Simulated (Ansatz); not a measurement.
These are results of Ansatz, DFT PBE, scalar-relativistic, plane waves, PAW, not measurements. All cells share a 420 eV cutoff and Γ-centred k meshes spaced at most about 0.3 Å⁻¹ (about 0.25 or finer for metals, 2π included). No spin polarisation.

All energies are static (0 K, no zero-point motion).

Two relaxed structures of W5C:

1.

```yaml
crystal:
  lattice:
    - [-1.57088, 1.57088, 8.82889]
    - [1.57088, -1.57088, 8.82889]
    - [1.57088, 1.57088, -8.82889]
  atoms:
    - { symbol: W, position: [0.61677, 0.61677, 0.00000] }
    - { symbol: W, position: [0.38323, 0.38323, 0.00000] }
    - { symbol: W, position: [0.00000, 0.00000, 0.00000] }
    - { symbol: W, position: [0.79685, 0.79685, 0.00000] }
    - { symbol: W, position: [0.20314, 0.20314, 0.00000] }
    - { symbol: C, position: [0.50000, 0.50000, 0.00000] }
```

2.

```yaml
crystal:
  lattice:
    - [2.83500, 0.00000, 0.00000]
    - [-1.41750, 2.45519, 0.00000]
    - [0.00000, 0.00000, 12.58278]
  atoms:
    - { symbol: W, position: [0.66667, 0.33333, 0.11352] }
    - { symbol: W, position: [0.66667, 0.33333, 0.88648] }
    - { symbol: W, position: [0.00000, 0.00000, 0.69281] }
    - { symbol: W, position: [0.00000, 0.00000, 0.30719] }
    - { symbol: W, position: [0.33333, 0.66667, 0.50000] }
    - { symbol: C, position: [0.00000, 0.00000, 0.00000] }
```

Task: Which would you expect to be lower, and how large is the difference?

Result: Cell 1 is lower, by 141 meV/atom. Cell 1 has space group I4/mmm (No. 139), 14.5 Å³/atom and no gap on its mesh; cell 2 has space group P-6m2 (No. 187), 14.6 Å³/atom and no gap. Even the lower one lies +0.16 eV/atom against the reference forms of the elements (uncorrected), so neither is stable at this level. In cell 1, W on a site of symmetry 4mm has 1 C at 2.06 Å, 4 W at 2.69 Å and 9 W at 3.03–3.18 Å; around W on a site of symmetry 4/mmm lie 4 C at 2.22 Å and 12 W at 3.03–3.14 Å; C has 2 W at 2.06 Å and 4 W at 2.22 Å; 1 more site not described. In cell 2, around W on a site of symmetry 3m lie 3 C at 2.17 Å and 10 W at 2.84–2.94 Å; W on a second site of symmetry 3m has 12 W at 2.84–2.94 Å; C has 6 W at 2.17 Å; 1 more site not described. Both come from invented guesses.

These runs have no spin–orbit coupling, which can matter for W. Cells relaxed within their symmetry can be saddle points.
